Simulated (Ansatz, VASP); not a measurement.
Two plane-wave programs on S

```
CELL_PARAMETERS angstrom
0.00000 1.74223 2.61334
1.74223 0.00000 2.61334
1.74223 1.74223 0.00000
ATOMIC_POSITIONS crystal
S 0.00000 0.00000 0.00000
```

Alike in both runs: task single point; functional PBE; dispersion D3(BJ); k mesh 22 × 22 × 22; occupations gaussian, width 0.15 eV; no spin polarisation.

```csv
,VASP,Ansatz
version,VASP 6.6.1,Ansatz 0.2.0
potentials or method,"VASP PAW PBE potentials, release 64 (S)","scalar-relativistic, plane waves, PAW"
plane-wave cutoff (eV),520,420
valence electrons in the cell,6,6
```

VASP gave:

- gap on the k mesh at the Fermi level (eV): none
- pressure (GPa): -0.8
- largest component of the traceless stress (GPa): 15.20

Question: Which values does Ansatz return?

Answer: gap on the k mesh at the Fermi level (eV): none; pressure (GPa): -0.6; largest component of the traceless stress (GPa): 15.02.

A gap of «none» marks a metal or a gap that the smearing closes.

Caveats: pairwise dispersion overbinds metals, which lowers pressure and volume.
